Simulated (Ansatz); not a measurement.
Below is a relaxed structure of P. The cell was found from a structure generator's guess, not taken from experiment.

All numbers below come from DFT PBE, scalar-relativistic, plane waves, PAW (Ansatz 0.2.0). Cutoff 420 eV, Γ-centred mesh, Gaussian smearing, no spin polarisation.

```
P
1.0
    -1.74797    1.74797    2.48490
     1.74797   -1.74797    2.48490
     1.74797    1.74797   -2.48490
P
2
Direct
  0.27182 0.27182 0.00000
  0.72818 0.72818 0.00000
```

Energies count from the standard state of P at the same level. The references include black phosphorus.

Q: What space group does it have?

A: I4/mmm (No. 139). Conventional cell: a = 3.496 Å, c = 4.970 Å. Around P lie 1 P at 2.27 Å, 4 P at 2.48 Å and 1 P at 2.70 Å.

Q: How far does it lie from the standard state of P?

A: +0.08 eV/atom. So it is a metastable form at best.

Q: Is it a metal?

A: Yes, bands cross the Fermi level on the 22×22×22 mesh.

The last run used a 22×22×22 mesh for its 2-atom cell and Gaussian smearing of 0.10 eV. The reference form of P is held partly by dispersion forces, which this level lacks. A structure relaxed within its symmetry needn't be a true minimum. Another cell of P relaxed alike, in P2/m, lies 76 meV/atom lower, so this cell isn't the stable form at this level.
